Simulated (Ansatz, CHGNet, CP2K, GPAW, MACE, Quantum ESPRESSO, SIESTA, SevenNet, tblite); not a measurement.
## Generalised stacking fault on (110) of BePd (80 atoms): one structure in several programs

Aim: run generalised stacking fault on (110) of BePd (80 atoms) in several programs and set results and cost side by side. A plane-wave run serves as the reference.

Method: Kohn-Sham DFT, PBE, SSSP efficiency 1.3.0 pseudopotentials, plane waves, in Quantum ESPRESSO 7.5.

### 1. The starting structure

The cell holds 80 atoms: 40 Be and 40 Pd. Its edges and angles: a = 5.626 Å, b = 7.956 Å, c = 20.002 Å, α = 90.0°, β = 83.9°, γ = 90.0°. It derives from BePd (CsCl-type). CsCl-type BePd (a = 2.813 Å), cell with z along [110], 2 x 2 x 5 periods; the third cell vector is tilted by 0.750 of [001] and lengthened by 0 Å, so the cell holds one fault; displaced by a Gaussian of 0.01 Å. Then every atom was moved at random, 0.03 Å r.m.s. a Cartesian component. The structure's axis is c.

### 2. The reference run

pw.in reads:

```
&control
  calculation = 'scf'
  pseudo_dir = './pseudo'
  outdir = './tmp'
  disk_io = 'none'
  tprnfor = .true.
  tstress = .true.
/
&system
  ibrav = 0
  nat = 80
  ntyp = 2
  ecutwfc = 45
  ecutrho = 360
  nosym = .true.
  occupations = 'smearing'
  smearing = 'fd'
  degauss = 0.003675
/
&electrons
  conv_thr = 4.0e-07
  electron_maxstep = 100
  mixing_beta = 0.2
  mixing_mode = 'local-TF'
  diagonalization = 'david'
/
ATOMIC_SPECIES
Be 9.012 Be.upf
Pd 106.420 Pd.upf
CELL_PARAMETERS angstrom
5.62600 0.00000 0.00000
0.00000 7.95637 0.00000
2.10975 0.00000 19.89091
ATOMIC_POSITIONS crystal
Be 0.61801 0.99881 0.99923
Pd 0.20993 0.99751 0.09857
Be 0.11973 0.00236 0.00127
Pd 0.72255 0.00119 0.10046
Be 0.61152 0.50175 0.99901
Pd 0.21759 0.50048 0.10107
Be 0.11893 0.50121 0.99882
Pd 0.70925 0.50743 0.10219
Be 0.95660 0.25028 0.09935
Pd 0.16978 0.25109 0.19720
Be 0.46044 0.24602 0.10015
Pd 0.67237 0.25844 0.20032
[... 64 atom lines left out ...]
Be 0.66666 0.75433 0.89951
Pd 0.88096 0.74413 0.00125
Be 0.16226 0.75629 0.90068
Pd 0.37437 0.74524 0.00034
K_POINTS gamma
```

Run with:

```console
$ OMP_NUM_THREADS=1 mpirun -np 4 pw.x -in pw.in > output.txt
```

What it wrote:

```text
Program PWSCF
     gamma-point specific algorithms are used
     one sub-group per band group will be used
     scalapack distributed-memory algorithm (size of sub-group:  2*  2 procs)
     Parallelization info
     sticks:   dense  smooth     PW     G-vecs:    dense   smooth      PW
     Min        1146     572    141               173252    61244    7651
     Max        1148     574    146               173272    61258    7658
     Sum        4587    2293    571               693035   245009   30615
     bravais-lattice index     =            0
     lattice parameter (alat)  =      10.6316  a.u.
     unit-cell volume          =    6008.4984 (a.u.)^3
     number of atoms/cell      =           80
     number of atomic types    =            2
     number of electrons       =       880.00
[... lines left out ...]
     scf convergence threshold =      4.0E-07
[... lines left out ...]
     number of k points=     1  Fermi-Dirac smearing, width (Ry)=  0.0037
[... lines left out ...]
     total energy              =  -11259.67418099 Ry
[... lines left out ...]
     total energy              =  -11259.58396555 Ry
[... lines left out ...]
     total energy              =  -11259.60518347 Ry
[... lines left out ...]
     total energy              =  -11259.60596318 Ry
[... lines left out ...]
     total energy              =  -11259.60596331 Ry
[... lines left out ...]
          k = 0.0000 0.0000 0.0000 ( 15308 PWs)   bands (ev):
   -83.1242 -83.1167 -83.1088 -83.0614 -83.0525 -82.9949 -82.9933 -82.9640
   -82.9211 -82.9014 -82.9006 -82.8984 -82.8902 -82.8826 -82.8759 -82.8752
   -82.8700 -82.8611 -82.8524 -82.8520 -82.8480 -82.8424 -82.8418 -82.8400
[...]
23.6945  23.8956  23.9793  24.0215  24.0626  24.0751  24.1421  24.1748
    24.2324  24.2594  24.2850  24.3194  24.3731  24.3873  24.4817  24.5028
     the Fermi energy is    17.0485 ev
!    total energy              =  -11259.60596389 Ry
     estimated scf accuracy    <       0.00000024 Ry
     smearing contrib. (-TS)   =      -0.02798532 Ry
     internal energy E=F+TS    =  -11259.57797858 Ry
     The total energy is F=E-TS. E is the sum of the following terms:
     one-electron contribution =   -4414.01196854 Ry
     hartree contribution      =    2472.86192133 Ry
     xc contribution           =   -1197.63480435 Ry
     ewald contribution        =   -8120.79312702 Ry
     convergence has been achieved in  10 iterations
     Forces acting on atoms (cartesian axes, Ry/au):
     atom    1 type  1   force =    -0.00999719   -0.00258050   -0.03025288
     atom    2 type  2   force =     0.02123717   -0.00457645    0.01094607
     atom    3 type  1   force =    -0.02810050   -0.00627887   -0.05568411
[...]
atom   79 type  1   force =    -0.00757587   -0.01725650   -0.01516255
     atom   80 type  2   force =     0.01173520    0.01066788   -0.02347113
     Total force =     0.221530     Total SCF correction =     0.002641
     Computing stress (Cartesian axis) and pressure
          total   stress  (Ry/bohr**3)                   (kbar)     P=       71.47
   0.00110895  -0.00000369   0.00009708          163.13       -0.54       14.28
  -0.00000369   0.00001259   0.00001526           -0.54        1.85        2.25
   0.00009708   0.00001526   0.00033592           14.28        2.25       49.42
     Message from routine punch:
     Nothing written, as per user request (disk_io='none')
```

The job ended after 2.4 min (4 MPI ranks of Arm Neoverse V1, shared host; peak memory 2.2 GiB).

Banners, paths, timers and routine set-up lines are dropped from the logs unmarked, and long logs keep their key lines alone; longer cuts are marked.

Numbers from this run:

| Property | Result |
| --- | --- |
| r.m.s. force component | 0.3677 eV/Å |
| longest force | 1.657 eV/Å |
| pressure | 7.147 GPa |

### 3. Local order

g(r), total and by pair (bins of 0.1 Å):

```
r (Å)  total  Be-Be  Be-Pd  Pd-Pd
 1.95   0.00   0.00   0.00   0.00
 2.05   0.10   0.00   0.21   0.00
 2.15   0.28   0.00   0.57   0.00
 2.25   0.00   0.00   0.00   0.00
 2.35   2.21   0.00   4.42   0.00
 2.45   8.55   0.00  17.10   0.00
 2.55   0.59   0.00   1.18   0.00
 2.65   0.06   0.00   0.00   0.25
 2.75   2.32   4.87   0.00   4.39
 2.85   3.95   7.59   0.16   7.91
 2.95   0.54   0.93   0.26   0.72
 3.05   0.02   0.00   0.00   0.10
 3.15   0.00   0.00   0.00   0.00
 3.25   0.00   0.00   0.00   0.00
 3.35   0.00   0.00   0.00   0.00
 3.45   0.09   0.15   0.00   0.22
 3.55   0.17   0.42   0.00   0.28
 3.65   0.02   0.00   0.00   0.07
 3.75   0.00   0.00   0.00   0.00
 3.85   0.16   0.30   0.00   0.35
 3.95   4.18   8.41   0.03   8.26
 4.05   1.96   3.76   0.14   3.81
 4.15   0.06   0.05   0.05   0.10
 4.25   0.00   0.00   0.00   0.00
 4.35   0.00   0.00   0.00   0.00
 4.45   0.37   0.31   0.38   0.40
 4.55   1.11   0.39   1.87   0.30
 4.65   6.30   0.00  12.60   0.00
 4.75   1.82   0.23   3.45   0.15
 4.85   2.18   3.87   0.35   4.16
 4.95   0.83   1.28   0.51   1.02
 5.05   0.03   0.00   0.04   0.04
 5.15   0.01   0.00   0.00   0.03
 5.25   0.08   0.13   0.06   0.06
 5.35   0.09   0.09   0.05   0.16
 5.45   0.01   0.03   0.01   0.00
 5.55   0.31   0.66   0.00   0.57
 5.65   1.57   2.62   0.46   2.76
 5.75   0.24   0.30   0.20   0.24
 5.85   0.01   0.00   0.00   0.03
 5.95   0.12   0.12   0.14   0.10
 6.05   1.32   0.27   2.37   0.27
 6.15   3.54   0.19   6.91   0.14
 6.25   2.93   5.04   0.54   5.62
```

Bonds by pair of elements; cutoffs follow the first minimum of g(r), held within bounds set by covalent radii, and pairs that aren't listed don't count as bonded (cutoffs were set anew for this text, so counts can differ from the run's own analysis):

```
pair A-B  cutoff (Å)  bonds  mean length (Å)  spread (Å)  shortest (Å)  B about A  A about B
   Be-Be        2.98    120             2.82        0.05          2.71          6          6
   Be-Pd        2.72    312             2.43       0.065          2.06        7.8        7.8
   Pd-Pd        3.16    120             2.82       0.049          2.69          6          6
```

How many atoms have how many bonded neighbours:

```
element  mean  13  14
     Be  13.8   8  32
     Pd  13.8   8  32
```

### 4. What was run beside it

The programs:
- CHGNet: machine-learned potential, published weights.
- CP2K 2026.2: Gaussian basis with GTH pseudopotentials and a plane-wave density; labels give functional, basis (MOLOPT sets; SR short-range, UZH the newer set with its own potentials), grid cutoff/relative cutoff and solver (OT: orbital transformation; TRS4, TC2, SIGN: linear-scaling purification with its sparsity filter), or its built-in tight binding.
- GPAW 26.7.0: PAW with atomic orbitals (LCAO), plane waves or a real-space grid of spacing h.
- MACE: machine-learned potential, published weights.
- Quantum ESPRESSO 7.5: plane waves; labels (QE) give functional, pseudopotential set and cutoffs of waves/density.
- SevenNet: machine-learned potential, published weights.
- tblite 0.8.0: extended tight binding, driven from Python.

All use the same cell and atoms; the electronic-structure runs use the same k-mesh, and an electronic temperature of 580 K (0.05 eV) where levels are smeared.

Differences are against the plane-wave reference, forces as r.m.s. over components; share is that over the reference's r.m.s. force, slope the least-squares factor from reference forces to these. Total energies of different programs have different zeros and aren't compared.

```
                                                          run  Δ force, r.m.s. (meV/Å)  share (%)  slope  Δ pressure (GPa)  cores  CPU time  memory (GiB)
                                                    reference                        -          -      -                 -      4   9.4 min           2.2
                                       CHGNet 0.3.0 potential                      208       56.5  0.648             -2.37      1     5.1 s           1.9
         CP2K LDA, DZVP-MOLOPT-SR, 600/50 Ry, diagonalisation                     41.5       11.3  0.917             -14.0      4    12 min           4.4
      CP2K PBE+D3, DZVP-MOLOPT-SR, 600/50 Ry, diagonalisation                     29.7       8.08  1.031             -5.97      4    12 min           4.4
CP2K PBE, DZVP-MOLOPT-SR, 600/20 Ry, diagonalisation (coarse)                     1125        306  1.228              4.34      4   8.3 min           4.3
         CP2K PBE, DZVP-MOLOPT-SR, 600/50 Ry, diagonalisation                     24.5       6.68  1.050              1.92      4    12 min           4.3
                                 GPAW PBE, plane waves 450 eV                     9.86       2.68  1.013             0.538      2    12 min           1.3
                                  MACE MP-0b2 small potential                      186       50.5  0.766             -3.16      1     7.3 s          0.65
            QE PBE, sssp-1.3.0-efficiency, 25/200 Ry (coarse)                      115       31.4  1.026              -330      2   4.5 min          0.81
                                      SevenNet l3i5 potential                      166       45.1  0.721             -2.76      1      13 s           1.8
                                              tblite GFN1-xTB                      211       57.3  0.959              15.1      1       9 s          0.13
```

Rows marked coarse were listed beforehand as settings not expected to be converged; some can still land near the reference.

Times of the machine-learned potentials are mostly Python's start and the loading of weights.

CPU time is summed over cores on a shared host, where runs went side by side, so it is rough. Symmetry, cutoffs, thresholds, outputs and thread counts weren't matched or tuned between programs; memory under MPI is the largest rank's times the ranks.

Runs without a result: SIESTA PBE, DZP, shift 0.01 Ry, mesh 300 Ry (stopped at the start: Generation of polarization orbital failed Stopping Program from Node:    0); GPAW PBE, LCAO dzp, h 0.2 Å (cut off at its time limit of 16 min); CP2K PBE, SZV-MOLOPT-SR, 600/50 Ry, diagonalisation (stopped at the start: Extra MOs (ADDED_MOS) are required for smearing); SIESTA PBE, SZP, shift 0.01 Ry, mesh 300 Ry (stopped at the start: Generation of polarization orbital failed Stopping Program from Node:    0); GPAW PBE, LCAO dzp, h 0.2 Å, other mixer settings (cut off at its time limit of 13 min); SIESTA PBE, DZP, shift 0.01 Ry, mesh 100 Ry (stopped at the start: Generation of polarization orbital failed Stopping Program from Node:    0); GPAW LDA, LCAO dzp, h 0.2 Å (cut off at its time limit of 16 min).

Mean charges by element (e), by run and scheme:

```
                                                    run     scheme     Be     Pd
   CP2K LDA, DZVP-MOLOPT-SR, 600/50 Ry, diagonalisation   Mulliken  +0.56  -0.56
   CP2K LDA, DZVP-MOLOPT-SR, 600/50 Ry, diagonalisation  Hirshfeld  -0.23  +0.23
CP2K PBE+D3, DZVP-MOLOPT-SR, 600/50 Ry, diagonalisation   Mulliken  +0.53  -0.53
CP2K PBE+D3, DZVP-MOLOPT-SR, 600/50 Ry, diagonalisation  Hirshfeld  -0.23  +0.23
   CP2K PBE, DZVP-MOLOPT-SR, 600/50 Ry, diagonalisation   Mulliken  +0.53  -0.53
   CP2K PBE, DZVP-MOLOPT-SR, 600/50 Ry, diagonalisation  Hirshfeld  -0.23  +0.23
                                        tblite GFN1-xTB   Mulliken  +0.40  -0.40
```

Within one program, basis, potentials and functional, energies share a zero. Each run against its twin at the usual cutoff or grid and solver:

```
                                                 run                                        twin  Δ energy (meV/atom)  Δ force, r.m.s. (meV/Å)         CPU time over the twin's
CP2K PBE, DZVP-MOLOPT-SR, 600/20 Ry, diagonalisation  DZVP-MOLOPT-SR, 600/50 Ry, diagonalisation                -14.7                     1124                             0.67
            QE PBE, sssp-1.3.0-efficiency, 25/200 Ry            sssp-1.3.0-efficiency, 45/360 Ry                 5418                      115  0.47 (this twin ran on 4 cores)
```

### 5. Outcome

| Item | Value |
| --- | --- |
| reference r.m.s. force component | 0.368 eV/Å |
| nearest in forces | GPAW PBE, plane waves 450 eV, 2.7 % |
| farthest in forces | CP2K PBE, DZVP-MOLOPT-SR, 600/20 Ry, diagonalisation (coarse), 306 % |
| cheapest electronic-structure run beside the reference | tblite GFN1-xTB, 9 s of CPU time |

In words: PBE on plane waves or a grid with other potentials, cutoffs or grids, coarse settings apart, differs from the reference by 2.7 % (GPAW PBE, plane waves 450 eV) of the r.m.s. force; this holds the reference's own error, so differences of a few per cent don't tell which side is nearer the exact PBE result. The PBE run in local orbitals, coarse settings apart, differs by 6.7 % (CP2K PBE, DZVP-MOLOPT-SR, 600/50 Ry, diagonalisation); basis, grid and potentials can all enter. Tight binding differs by 57 % (tblite GFN1-xTB); it is another model, with fitted parameters of its own, and the xTB methods hold dispersion. Machine-learned potentials differ by 45 % (SevenNet l3i5 potential) to 57 % (CHGNet 0.3.0 potential); they were trained on other programs' data. The reference samples few k-points for this cell, and its sampling error, which other DFT runs on the same mesh share, can be part of so large a difference. Among those trained on PBE data the slope goes as low as 0.65, with a correlation of 0.83, so directions differ as well as sizes. Rows with another functional or a dispersion term differ by 8.1 % (CP2K PBE+D3, DZVP-MOLOPT-SR, 600/50 Ry, diagonalisation) to 11 % (CP2K LDA, DZVP-MOLOPT-SR, 600/50 Ry, diagonalisation), which mixes the change of model with differences of basis and potentials. Runs with settings chosen to be coarse differ by 31 % (QE PBE, sssp-1.3.0-efficiency, 25/200 Ry) to 306 % (CP2K PBE, DZVP-MOLOPT-SR, 600/20 Ry, diagonalisation), their programs' other errors included. Of the electronic-structure runs that take under half the reference's CPU time, QE PBE, sssp-1.3.0-efficiency, 25/200 Ry comes nearest, at 31 % in 4.5 min against 9.4 min; its pressure misses by -329.7 GPa. In pressure, QE PBE, sssp-1.3.0-efficiency, 25/200 Ry misses by -329.7 GPa, at the same functional; a cutoff this low leaves a large Pulay stress. Charges hang on model, scheme and program or settings: among these rows the mean for Be runs from -0.23 to +0.56 e, even in sign. In the reference: levels near the Fermi energy are neither full nor empty under the smearing, so no gap is quoted. In the reference: By these cutoffs 80 % of Be atoms have 14 and 80 % of Pd atoms have 14 bonded neighbours. Periodic xTB results under one method name differ between programs and library versions. The potentials hold different valence shells: 880 electrons in the reference, 720 in GPAW; this bears on time and differences. The reference's pressure holds the uncorrected Pulay stress of its 45 Ry basis, so small pressure differences, and their order, may be the reference's own error. Machine-learned potentials mimic data converged in k, so the reference's own k-point error enters their differences. The cell is under 6 Å thick along one periodic direction, so every atom has periodic images of itself close by, which move with it and show among its neighbours and in g(r). The reference's stress is far from hydrostatic: its diagonal is 16.3, 0.2, 4.9 GPa, compression counted positive. The host structure and its lattice constant were typed by rule, without a check against the phase diagram. The reference's pressure of 7.1 GPa says that the cell would expand at this level of theory. The electronic-structure runs sample only Γ, in a cell whose shortest periodic width is 6 Å, which is coarse for a cell with partly filled levels.

[Also dropped from logs without a mark: logging warnings of Python, and SIESTA's first energy breakdown and zero terms.]

[Logs are printed without paths, hosts, clocks, repeated set-up lines and the standing remarks that a program may print on its own settings, such as how far it seeks lower states.]

[Hosts, paths, dates, database ids (printed as entryN), source tags and the programs' standing remarks are cut or masked in the printed files.]
